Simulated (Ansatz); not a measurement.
In under compression and expansion

Space group I4/mmm (No. 139). a = 3.389 Å, b = 3.389 Å, c = 4.595 Å, α = 90.00°, β = 90.00°, γ = 90.00°
```tsv
atom	site	symmetry	x	y	z
In	2a	4/mmm	0.0000	0.0000	0.0000
```

The runs use the primitive cell with vectors (-1.695, 1.695, 2.297), (1.695, -1.695, 2.297), (1.695, 1.695, -2.297) Å, to which the k mesh refers.

Structure from Materials Project entry mp-85 (possibly hypothetical), not relaxed further.

Spin–orbit coupling is left out, though it moves levels of the heavy atoms by tenths of an eV or more.

All numbers are computed: DFT, PBE, all-electron LAPW, scalar-relativistic (Ansatz 0.2.0); DFT, PBE, PAW with Ansatz's default frozen-core files, scalar-relativistic (Ansatz 0.2.0).

For LAPW: a Γ-centred 17×17×17 k mesh, Fermi–Dirac smearing of 0.03 eV, basis error target 0.5 meV/atom, no spin polarisation. PAW takes a cutoff of 420 eV at this cell. The Ansatz runs share mesh, smearing and spin set-up. Plane-wave (PAW) pressures include the program's estimate of the Pulay term.

The cell above is scaled evenly, with fractional coordinates and shape held.

```csv
V/V(cell),V (Å³/atom),"P, LAPW (GPa)","P, PAW (GPa)","free energy over the lowest listed, PAW (meV/atom)"
0.9405,24.822,4.74,4.74,34.1
0.9800,25.865,2.52,2.52,10.8
1.0000,26.393,1.59,1.58,4.0
1.0200,26.920,0.76,0.75,0.2
1.0600,27.976,-0.63,-0.63,0.0
```

(1) What do Birch–Murnaghan fits to the pressures give?

Answers

(1) LAPW: V0 = 27.47 Å³/atom, B0 = 36 GPa, B0′ = 5.3; PAW: V0 = 27.46 Å³/atom, B0 = 36 GPa, B0′ = 5.3.
